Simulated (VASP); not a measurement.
# BN (Qingsongite): single point with r2SCAN+rVV10

**What was measured.**

A printed reference work, monograph reports, for a bulk crystal of BN at 300 K: band gap 6.4 eV (indirect).

The system is BN (Qingsongite).

```xyz
2
Lattice="2.5504 0.0000 0.0000 1.2752 2.2087 0.0000 1.2752 0.7362 2.0824" Properties=species:S:1:pos:R:3 pbc="T T T"
B     0.0000    0.0000    0.0000
N     1.2752    0.7362    0.5206
```

```
Program                : VASP 6.6.1
Task                   : single point
Functional             : r2SCAN
Dispersion             : rVV10
Potentials or basis    : VASP PAW PBE potentials, release 64 (B_h, N_h)
Cutoff                 : 910 eV
k mesh                 : 9 × 9 × 9
Occupations            : methfessel-paxton, width 0.02 eV
Spin                   : no spin polarisation
Dipole correction      : no
Second run             : hard_potentials
Further INCAR settings : ALGO = Normal; EDIFF = 1e-06; NBANDS = 11
```

```
Pressure               : -0.6 GPa
Band gap on the k mesh : 5.12 eV, indirect (least direct gap 9.57 eV)
```

Levels at points of the mesh, in eV from the valence-band top:
| k point | band 1 | band 2 | band 3 | band 4 | band 5 | band 6 | band 7 | band 8 | band 9 |
| --- | --- | --- | --- | --- | --- | --- | --- | --- | --- |
| (0.00, 0.00, 0.00) | -21.38 | 0.00 | 0.00 | 0.00 | 9.57 | 9.57 | 9.57 | 11.14 | 26.21 |

Run time: 98 s on 1 thread of AMD EPYC 7R43 64-Core Processor (Zen 3) (shared host), peak memory 0.22 GiB.

Against the measured gap of BN, 6.4 eV (indirect; 300 K; a printed reference work, monograph), the calculated 5.12 eV is off by -1.28 eV. The value is that of r2SCAN+rVV10 on a finite k mesh, which can miss the band edges, without temperature or zero-point motion.

Caveat: the cutoff is under 1.25 times the usual one of these potentials, so pressure, stress and relaxed cells hold a basis-set (Pulay) error; the PAW data sets were made with another functional, which shifts forces and pressure a little.
